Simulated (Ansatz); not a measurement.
Before relaxation, H over the place (0/4, 3/4) of the surface cell, counted from the highest slab atom, its height relaxed (Sn, I4/mmm (No. 139), (1 0 1) face):

```
Sn H
1.0
     3.23465    0.00000    0.00000
    -1.61733    3.00604    0.00000
     0.00000    0.00000   24.45316
Sn H
3 1
Direct
  0.28947 0.57894 0.34760
  0.60681 0.21362 0.45286
  0.92360 0.84720 0.55815
  0.92360 0.59720 0.61868
```

Computed with DFT PBEsol, scalar-relativistic, plane waves, PAW (Ansatz). Cutoff 420 eV; k points 10×10×1 on the computed 4-atom cell (Γ-centred); Gaussian smearing, width 0.10 eV; no spin polarisation. The cell repeats along c with a dipole correction in the vacuum.

Atoms 1, 2, 3 (counted from 1) are held. Atom 4 may move along c only. The cell is fixed. Force threshold 0.02 eV/Å.

Q: Where does it end?

A: The energy falls by 0.046 eV in 4 steps, to:

```
CELL_PARAMETERS angstrom
3.23465 0.00000 0.00000
-1.61733 3.00604 0.00000
0.00000 0.00000 24.45316
ATOMIC_POSITIONS crystal
Sn 0.28947 0.57894 0.34760
Sn 0.60681 0.21362 0.45286
Sn 0.92360 0.84720 0.55815
H 0.92360 0.59720 0.62303
```

The end is the local minimum or symmetric point that this start leads to.

The reference crystal is a form of Sn, which isn't its usual structure.

Cost: 1 run of about 2.9 core-minutes, on Intel Xeon Platinum 8175M (Skylake/Cascade Lake) (shared hosts).